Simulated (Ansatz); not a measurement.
# AlRu (Pm-3m) in Ansatz: further runs

Aim: see how the results for AlRu move with the level of theory and the settings. Levels: LDA, PBEsol, revPBE+D3(BJ), revPBE+D4. Tasks: relaxation of cell and atoms.

Everything below comes from runs of Ansatz 0.2.0. Logs are shortened: lines on timing, memory, paths and dates and some standing lists are left out, and cuts for length are marked.

## Step 1: The crystal as given

The structure is cubic, space group Pm-3m (No. 221). The conventional cell has a = 2.992 Å, b = 2.992 Å, c = 2.992 Å, α = 90.00°, β = 90.00°, γ = 90.00°. Ru (site symmetry m-3m) is surrounded by 8 Al at 2.59 Å. Al (site symmetry m-3m) is surrounded by 8 Ru at 2.59 Å.

## Step 2: Relaxation of cell and atoms, LDA

The input, input.yaml:

```yaml
crystal:
  lattice:
    - [2.9916, 0.0, 0.0]
    - [0.0, 2.9916, 0.0]
    - [0.0, 0.0, 2.9916]
  atoms:
    - { symbol: Ru, position: [0.5, 0.5, 0.5] }
    - { symbol: Al, position: [0.0, 0.0, 0.0] }
hamiltonian:
  xc: lda
  pseudopotentials: { kind: paw }
kpoints:
  mp_grid: { grid: [9, 9, 9] }
scf:
  occupations: { method: fermi_dirac, width: 0.05 }
output:
  forces: true
  stress: true
  eigenvalues: true
  write_density: true
  write_potential: true
  elf: true
  volumetric_format: npy
relax:
  f_tol: 0.01
  max_steps: 40
  cell: { stress_tol: 0.05 }
```

Potentials or basis: Ansatz PAW.

Command:

```sh
ansatz run input.yaml --threads 2 --pin off --max-ram 5632MiB --backend cpu --events-out ev --progress --plain --runs-dir out
```

What it wrote:

```text
Warning: RAYON_NUM_THREADS=2 ignored (pool sized by the plan → 2); use --threads N
Engine: ansatz 0.2.0, x86_64-unknown-linux-gnu
Pseudopotentials: kind: paw
Pseudopotential: Ru, paw, valence charge 16, recommended cutoff 420 eV (normal), Ru.paw.azcp
Pseudopotential: Al, paw, valence charge 3, recommended cutoff 420 eV (normal), Al.paw.azcp
Functional definition: SPW92
  exchange = slater_x
  correlation = pw_c
Crystal: 2 atoms, lattice volume = 26.774 Å³
Basis set: ecut = 420 eV, 485 PW (Γ)
Bands: 14, of which v1, the nominal top of the filled ones, is band 10 counted from 1 (9 counted from 0)
Symmetry: 48 space group operations
Space group: Pm-3m (ITA 221), of the structure as read, at distance tolerance 3.0e-5 Å
k-points: 35 of 729
Non-local potential: Ru, projectors of the file, l = 0: 3, l = 1: 2, l = 2: 2, l = 3: 1
Non-local potential: Al, projectors of the file, l = 0: 2, l = 1: 2, l = 2: 1
PAW form: soft (Blöchl's): semilocal exchange-correlation on the pseudo side does not see the compensation charge
PAW frozen core: Ru, regenerated for the run's functional, and the local potential with it (the file was generated under x = pbe(κ = 0.804, μ = 0.2195149727645171), c = pbe(β = 0.06672455060314922))
PAW frozen core: Al, regenerated for the run's functional, and the local potential with it (the file was generated under x = pbe(κ = 0.804, μ = 0.2195149727645171), c = pbe(β = 0.06672455060314922))
PAW one-centre angular grid: Ru, 590 points (default); XC on 64 Gauss nodes
PAW one-centre angular grid: Al, 110 points (default); XC on 64 Gauss nodes
Initial density: superposition of atomic densities (neutral atoms: chi_scale 0, normalization atom), corrected by the library's trained network
Initial wavefunctions: pseudopotential atomic-orbital guess
Functional: x = slater, c = lda
SCF iter   1: F=—  HF=-6272.448132 eV  |F-HF|=—  |Δ(HF+E_count)|=         —  Δρ=1.17e-2  dr2=2.97e-2  ethr=1.77e-3  ⟨swp⟩=5.2  Hψ=2734  notcnv=0
preconditioner: auto → none  [metal: Δε(μ)=0.045 eV  Ē_g=8.856 eV  σ=0.050 eV  W_gap=0.22  n_scr=6 (ndim 8)  ℏωp=23.8 eV  f_vac=0.000  D(μ)=1.73/eV (n_scr^D=18)  sad-step TF]
SCF iter   2: F=—  HF=-6272.444220 eV  |F-HF|=—  |Δ(HF+E_count)|=   3.91e-3  Δρ=6.58e-3  dr2=1.12e-2  ethr=1.56e-4  ⟨swp⟩=1.2  Hψ=777  notcnv=0  defer=1
SCF iter   3: F=—  HF=-6272.441730 eV  |F-HF|=—  |Δ(HF+E_count)|=   2.49e-3  Δρ=6.70e-4  dr2=8.70e-5  ethr=5.90e-5  ⟨swp⟩=2.1  Hψ=697  notcnv=0  defer=1
SCF iter   4: F=—  HF=-6272.441722 eV  |F-HF|=—  |Δ(HF+E_count)|=   8.85e-6  Δρ=1.86e-4  dr2=7.12e-6  ethr=4.58e-7  ⟨swp⟩=2.0  Hψ=746  notcnv=0  defer=1
iter 5 did not close the SCF: its close was put off for the readings that it lacked (scf_convergence_deferred on its scf_iter line)
SCF iter   5: F=-6272.441720 eV  HF=-6272.441720 eV  |F-HF|=2.24e-8  |Δ(HF+E_count)|=   1.09e-6  Δρ=1.94e-5  dr2=3.73e-8  ethr=3.75e-8  ⟨swp⟩=2.7  Hψ=746  notcnv=0  defer=1
SCF iter   6: F=-6272.441720 eV  HF=-6272.441720 eV  |F-HF|=4.13e-10  |Δ(HF+E_count)|=   9.04e-9  Δρ=4.28e-6  dr2=9.12e-10  ethr=1.96e-10  ⟨swp⟩=5.1  Hψ=2581  notcnv=0
SCF 1 converged in 6 iterations: F = -6272.441720 eV  dr2 = 9.12e-10
relax step   1: F+E_penalty+E_count = -6272.44172042 eV  Δ(F+E_penalty+E_count) = +0.000e0 eV  max|allowed force component| = 2.055e-28 eV/Å  Δτ_max = 0.0000 Å  P = -8.185 GPa  Ω = 26.774 Å³  (6 SCF iters, dr2 threshold 1.00e-7 eV, accepted)
Crystal: 2 atoms, lattice volume = 25.498 Å³
Initial density: handed on by an earlier stage of this run
Initial wavefunctions: those handed on with the density
iter 1 solved again at ethr=7.09e-5 eV; its pass at ethr=3.10e-3 eV (dr2=1.35e-2 eV) is discarded
SCF iter   1: F=—  HF=-6272.469996 eV  |F-HF|=—  |Δ(HF+E_count)|=         —  Δρ=6.20e-3  dr2=1.34e-2  ethr=7.09e-5  ⟨swp⟩=1.0  Hψ=3103  notcnv=0
preconditioner: auto → none  [metal: Δε(μ)=0.043 eV  Ē_g=9.269 eV  σ=0.050 eV  W_gap=0.21  n_scr=6 (ndim 8)  ℏωp=24.4 eV  f_vac=0.000  D(μ)=1.70/eV (n_scr^D=18)]
SCF iter   2: F=—  HF=-6272.467001 eV  |F-HF|=—  |Δ(HF+E_count)|=   3.00e-3  Δρ=2.16e-3  dr2=1.38e-3  ethr=7.07e-5  ⟨swp⟩=2.2  Hψ=595  notcnv=0
SCF iter   3: F=—  HF=-6272.466577 eV  |F-HF|=—  |Δ(HF+E_count)|=   4.24e-4  Δρ=3.36e-4  dr2=2.86e-5  ethr=7.25e-6  ⟨swp⟩=2.0  Hψ=663  notcnv=0
SCF iter   4: F=—  HF=-6272.466568 eV  |F-HF|=—  |Δ(HF+E_count)|=   9.51e-6  Δρ=4.39e-5  dr2=1.10e-7  ethr=1.51e-7  ⟨swp⟩=2.3  Hψ=731  notcnv=0
iter 5 did not close the SCF: its close was put off for the readings that it lacked (scf_convergence_deferred on its scf_iter line)
SCF iter   5: F=-6272.466568 eV  HF=-6272.466568 eV  |F-HF|=2.34e-9  |Δ(HF+E_count)|=   9.08e-8  Δρ=4.35e-6  dr2=2.95e-9  ethr=5.79e-10  ⟨swp⟩=2.2  Hψ=735  notcnv=0
[... 23 lines left out ...]
iter 4 did not close the SCF: its close was put off for the readings that it lacked (scf_convergence_deferred on its scf_iter line)
SCF iter   4: F=-6272.468581 eV  HF=-6272.468581 eV  |F-HF|=1.91e-11  |Δ(HF+E_count)|=   1.44e-9  Δρ=6.42e-7  dr2=2.25e-11  ethr=3.39e-11  ⟨swp⟩=2.2  Hψ=651  notcnv=0
iter 5 did not close the SCF: its close was put off for the readings that it lacked (scf_convergence_deferred on its scf_iter line)
SCF iter   5: F=-6272.468581 eV  HF=-6272.468581 eV  |F-HF|=0.00e0  |Δ(HF+E_count)|=  2.09e-11  Δρ=8.02e-8  dr2=8.04e-13  ethr=1.00e-12  ⟨swp⟩=1.9  Hψ=522  notcnv=0
SCF iter   6: F=-6272.468581 eV  HF=-6272.468581 eV  |F-HF|=2.73e-12  |Δ(HF+E_count)|=  1.82e-12  Δρ=1.63e-8  dr2=9.07e-15  ethr=1.00e-12  ⟨swp⟩=3.3  Hψ=1803  notcnv=0
SCF 4 converged in 6 iterations: F = -6272.468581 eV  dr2 = 9.07e-15
relax step   4: F+E_penalty+E_count = -6272.46858119 eV  Δ(F+E_penalty+E_count) = -1.415e-5 eV  max|allowed force component| = 4.782e-30 eV/Å  Δτ_max = 0.0000 Å  P = -0.003 GPa  Ω = 25.769 Å³  energy of the carried Pulay correction = +2.888e-4 eV  (6 SCF iters, accepted)
Initial wavefunctions: pseudopotential atomic-orbital guess (no wavefunctions were taken with the density)
iter 1 solved again at ethr=1.14e-8 eV; its pass at ethr=3.10e-3 eV (dr2=2.17e-6 eV) is discarded
SCF iter   1: F=—  HF=-6272.468352 eV  |F-HF|=—  |Δ(HF+E_count)|=         —  Δρ=2.75e-5  dr2=2.23e-8  ethr=1.14e-8  ⟨swp⟩=3.0  Hψ=3988  notcnv=0
preconditioner: auto → none  [metal: Δε(μ)=0.007 eV  Ē_g=9.196 eV  σ=0.050 eV  W_gap=0.04  n_scr=6 (ndim 8)  ℏωp=24.3 eV  f_vac=0.000  D(μ)=1.78/eV (n_scr^D=18)]
SCF iter   2: F=—  HF=-6272.468352 eV  |F-HF|=—  |Δ(HF+E_count)|=   3.69e-8  Δρ=1.35e-5  dr2=4.08e-9  ethr=1.17e-10  ⟨swp⟩=2.4  Hψ=721  notcnv=0
SCF iter   3: F=—  HF=-6272.468352 eV  |F-HF|=—  |Δ(HF+E_count)|=   1.37e-8  Δρ=1.27e-6  dr2=6.94e-11  ethr=2.15e-11  ⟨swp⟩=2.3  Hψ=671  notcnv=0
iter 4 did not close the SCF: its close was put off for the readings that it lacked (scf_convergence_deferred on its scf_iter line)
SCF iter   4: F=-6272.468352 eV  HF=-6272.468352 eV  |F-HF|=2.73e-12  |Δ(HF+E_count)|=  1.02e-10  Δρ=1.49e-7  dr2=4.08e-12  ethr=1.00e-12  ⟨swp⟩=2.3  Hψ=807  notcnv=0
iter 5 did not close the SCF: its close was put off for the readings that it lacked (scf_convergence_deferred on its scf_iter line)
SCF iter   5: F=-6272.468352 eV  HF=-6272.468352 eV  |F-HF|=0.00e0  |Δ(HF+E_count)|=    0.00e0  Δρ=1.56e-8  dr2=4.95e-14  ethr=1.00e-12  ⟨swp⟩=1.0  Hψ=490  notcnv=0
iter 6 did not close the SCF: its close was put off for the readings that it lacked (scf_convergence_deferred on its scf_iter line)
SCF iter   6: F=-6272.468352 eV  HF=-6272.468352 eV  |F-HF|=0.00e0  |Δ(HF+E_count)|=    0.00e0  Δρ=1.29e-9  dr2=1.49e-16  ethr=1.00e-12  ⟨swp⟩=1.0  Hψ=490  notcnv=0
iter 7 did not close the SCF: its close was put off for the readings that it lacked (scf_convergence_deferred on its scf_iter line)
SCF iter   7: F=-6272.468352 eV  HF=-6272.468352 eV  |F-HF|=1.82e-12  |Δ(HF+E_count)|=    0.00e0  Δρ=4.59e-10  dr2=1.89e-17  ethr=1.00e-12  ⟨swp⟩=1.0  Hψ=490  notcnv=0
SCF iter   8: F=-6272.468352 eV  HF=-6272.468352 eV  |F-HF|=1.82e-12  |Δ(HF+E_count)|=    0.00e0  Δρ=4.41e-11  dr2=6.73e-19  ethr=1.00e-12  ⟨swp⟩=2.0  Hψ=1255  notcnv=0
SCF 5 converged in 8 iterations: F = -6272.468352 eV  dr2 = 6.73e-19
relax step   5: F+E_penalty+E_count = -6272.46835207 eV  Δ(F+E_penalty+E_count) = +2.291e-4 eV  max|allowed force component| = 2.054e-30 eV/Å  Δτ_max = 0.0000 Å  P = -0.018 GPa  Ω = 25.769 Å³  stress off target by 1.77e-2 GPa  SCF on the basis re-selected at this cell (its energy is not comparable with the rows above)  (8 SCF iters)
basis re-selected at this cell: Δ(F+E_penalty+E_count) = +2.291e-4 eV, ΔP = -0.015 GPa vs the last step (what re-selecting the basis moved, of the pressure what is left beyond the Pulay correction that the steps carried, after the strain that the cell walked since its last selection, with what the two solves' SCF thresholds leave and, on support functions, any second-order correction that the steps lacked; it is no measure of the basis error at this ecutwfc). This SCF's stress stands 1.77e-2 GPa from its target on what of the cell is left free (relax.cell.stress_tol is 5.00e-2 GPa) and its largest allowed force component is 2.05e-30 eV/Å (relax.f_tol is 1.00e-2 eV/Å): within both
SCF converged after 8 iterations
Free energy (F): -6272.468352 eV
Harris-Foulkes:  -6272.468352 eV  (|F-HF|=1.82e-12)
Internal energy: -6272.454102 eV  (E = F + TS)
E sigma→0 (E₀):  -6272.461227 eV
Entropy (-TS):   -0.014250 eV (-7.125 meV/atom)
Fermi energy:    16.505689 eV
--- Per-component energies (eV) ---
  E_band       = -111.821133
  E_kinetic    = 545.150148
  E_local      = -1766.711507  (includes V_loc(G=0)·N_el)
  E_nonlocal   = 360.871981
  E_hartree    = 625.448970
  E_xc         = -231.491242
  E_vxc        = -271.575107  (∫ρ·V_xc dr)
  E_paw        = -3785.922340  (= ΣΔE_a)
  E_vpaw       = -230.454355  (= ΣTr[D̂ρ^β])
  E_aug_tail   = -0.000234  (compensation charges beyond the density's cutoff)
  E_ewald      = -2020.427280
  E_core_change = 0.627401  (= ΣΔE_core)
  E_smearing   = -0.014250  (= −TS)
  E_closure    = -0.000000  (closes the sum)
  Σ components = -6272.468352   (vs F -6272.468352, Δ=0.00e0)
--- Forces (eV/Å), atoms counted from 1 ---
  atom   1  Ru     0.00000000     0.00000000     0.00000000
  atom   2  Al     0.00000000     0.00000000    -0.00000000
  max |Σ_I F_I| component: 4.31e-30 eV/Å
--- Stress (GPa, compression-positive) ---
       -0.017654       0.000000       0.000000
        0.000000      -0.017654      -0.000000
        0.000000      -0.000000      -0.017654
  P = ⅓ Tr σ = -0.0177 GPa (-0.177 kbar)
--- Band table (eV; the first three rows and the last of 35) ---
  k-point 0: bands = ["-55.1155", "-25.1138", "-25.1138", "-25.1138", "6.7043", "12.7816", "12.7816", "16.7620", "16.7620", "16.7620", "22.7971", "22.7971", "22.7971", "27.7949"]
  k-point 1: bands = ["-55.1132", "-25.1426", "-25.1114", "-25.1114", "6.9479", "12.8672", "12.8694", "16.4639", "16.4639", "16.7930", "21.7702", "23.2735", "23.2735", "27.2385"]
  k-point 2: bands = ["-55.1076", "-25.2152", "-25.1053", "-25.1053", "7.6499", "12.9624", "13.0964", "15.8357", "15.8357", "16.8728", "20.1357", "24.4372", "24.4372", "26.0245"]
  k-point 34: bands = ["-55.0614", "-25.2944", "-25.2939", "-25.2939", "11.6345", "11.8597", "11.8597", "17.8144", "17.8144", "19.6136", "19.8196", "21.1763", "21.1763", "25.6873"]
--- Relaxed structure (4 steps of the walk, 4 accepted, 1 SCFs on fresh bases) ---
  F+E_penalty+E_count = -6272.46835207 eV   max|allowed force component| = 2.054e-30 eV/Å   (the final SCF, on the basis selected at the relaxed cell)
  cell:  # Å, volume = 25.7688 Å³
    - [2.953689481955488, 1.986115255149337e-34, 8.024708101613483e-34]
    - [1.3501571380964684e-33, 2.953689481955488, 6.419766481290786e-35]
    - [3.851859888774472e-34, 6.419766481290786e-35, 2.953689481955488]
  atoms:
    - { symbol: Ru, position: [0.5, 0.5, 0.5] }
    - { symbol: Al, position: [-1.0729653832883971e-33, 2.1459307665767865e-34, 1.4637844969297545e-47] }
```

It took 6.4 s on 2 threads of Intel Xeon at 2.50GHz (Skylake/Cascade Lake), shared host; peak memory 0.32 GiB.

Results:

```
Free energy                            : -6272.4684 eV
Relaxed volume                         : 12.88 Å³/atom
Relaxed cell                           : a = 2.954 Å, b = 2.954 Å, c = 2.954 Å, α = 90.00°, β = 90.00°, γ = 90.00°
Space group after relaxing (to 0.05 Å) : Pm-3m (No. 221)
Energy gained by relaxing              : 13.3 meV/atom
Ionic steps                            : 5
Pressure after relaxing                : 0.0 GPa
Band gap on the k mesh                 : none (metal or under the smearing width)
```

The path:
| step | energy change (eV) | largest force (eV/Å) | volume (Å³) |
| --- | --- | --- | --- |
| 1 | 0.0000 | 0.0000 | 26.77 |
| 2 | -0.0248 | 0.0000 | 25.50 |
| 3 | -0.0268 | 0.0000 | 25.79 |
| 4 | -0.0269 | 0.0000 | 25.77 |
| 5 | -0.0266 | 0.0000 | 25.77 |

Final structure:
```
Ru Al
1.0
     2.95369    0.00000    0.00000
     0.00000    2.95369    0.00000
     0.00000    0.00000    2.95369
Ru Al
1 1
Direct
  0.50000 0.50000 0.50000
  0.00000 0.00000 0.00000
```

Levels at points of the mesh, in eV from the Fermi level:
| k point | band 8 | band 9 | band 10 | band 11 | band 12 | band 13 |
| --- | --- | --- | --- | --- | --- | --- |
| (0.00, 0.00, 0.00) | 0.26 | 0.26 | 0.26 | 6.29 | 6.29 | 6.29 |

Caveat: the plane-wave basis is chosen anew once the cell has moved, so the energies of steps on either side of that aren't comparable; the PAW data sets come from PBE, with cores solved anew for the run's functional, which leaves a small shift of forces and pressure. Zero-point motion and thermal expansion aren't in these numbers.

[end of part 1 of 2]
